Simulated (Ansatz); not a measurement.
# Nuclear-site quantities of CdTe as the cell is scaled

```
Cd Te
1.0
     0.00000    3.28211    3.28211
     3.28211    0.00000    3.28211
     3.28211    3.28211    0.00000
Cd Te
1 1
Cartesian
  0.0000 0.0000 0.0000
  4.9232 4.9232 4.9232
```

Atoms are numbered in the order listed.

Structure from Materials Project entry mp-406 (possibly hypothetical), not relaxed further.

Spin–orbit coupling is left out, though it moves levels of the heavy atoms by tenths of an eV or more.

Computed with DFT, PBEsol, all-electron PAW with datasets made for the crystal, scalar-relativistic in Ansatz 0.2.0.

Settings: a Γ-centred 7×7×7 k mesh, Fermi–Dirac smearing of 0.01 eV, cutoff 240 eV (chosen by the program for this cell), no spin polarisation.

The contact density is the mean electron density over the nuclear volume; its changes set Mössbauer isomer shifts. Changes below are taken from the unscaled cell, where it is 1.03436e+06 e/Å³ at Cd1, 1.46647e+06 e/Å³ at Te2.

```json
{"V/V(cell)": "0.9405", "P (GPa)": "1.2", "Δρ(0) Cd1 (e/Å³)": "?", "Δρ(0) Te2 (e/Å³)": "?"}
{"V/V(cell)": "1.0000", "P (GPa)": "-1.3", "Δρ(0) Cd1 (e/Å³)": "0.00", "Δρ(0) Te2 (e/Å³)": "0.00"}
{"V/V(cell)": "1.0600", "P (GPa)": "-3.1", "Δρ(0) Cd1 (e/Å³)": "-1.39", "Δρ(0) Te2 (e/Å³)": "?"}
```

(1) Fill in "Δρ(0) Te2 (e/Å³)" for the row "1.0600".

(2) What belongs in the row "0.9405", column "Δρ(0) Cd1 (e/Å³)"?

(3) Fill in "Δρ(0) Te2 (e/Å³)" for the row "0.9405".

The datasets are made afresh for each cell, so very small changes are uncertain. Scalar relativity leaves out the p1/2 density at heavy nuclei.

## Answers

(1) 3.57.

(2) 2.16.

(3) -3.71.
